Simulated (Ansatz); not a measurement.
WS$_{2}$: energy along a strain

WS$_{2}$, P6_3/mmc, a = 3.154 Å, c = 12.140 Å. Ansatz: PBE+D3(BJ), PAW, 420 eV, Γ-centred 12×12×4 mesh on 6 atoms, Gaussian smearing 0.05 eV; no spin polarisation. Cell vectors (Å): 3.154 0.000 0.000; -1.577 2.732 0.000; 0.000 0.000 12.140. The cell is strained by x per cent times the pattern (0 0 0 1 0 0) in the order xx yy zz yz xz xy (engineering shears), with fractional coordinates held. y is the free energy over the start, V0 = 17.433 Å³/atom. Symmetry makes y even in x.

```
x (%) y (meV/atom)
-6.00             ?
-3.00          7.85
 0.00          0.00
 1.50          1.96
 3.75         12.27
 4.50         17.68
 5.25         24.07
```

Fit y = c2 x² + c4 x⁴ to the other rows, get the stiffness along the pattern, and predict the missing energy.

Least squares on the rows shown. y = 0.87184 x² + 5.4270×10⁻⁵ x⁴. The clamped-ion stiffness p·C·p = 2 × 8.718 eV × 160.2 / 17.433 Å³ = 160 GPa, which is C44 in these axes. At x = -6.00 the fit asked for gives 31.46 meV/atom. The run gave 31.46 meV/atom, the same to the digits shown.

Spin–orbit coupling is left out, which can shift energies with elements as heavy as these.

Cost: 7 runs of about 3.3 core-minutes in all, on Intel Xeon Platinum 8259CL (Skylake/Cascade Lake) (shared hosts).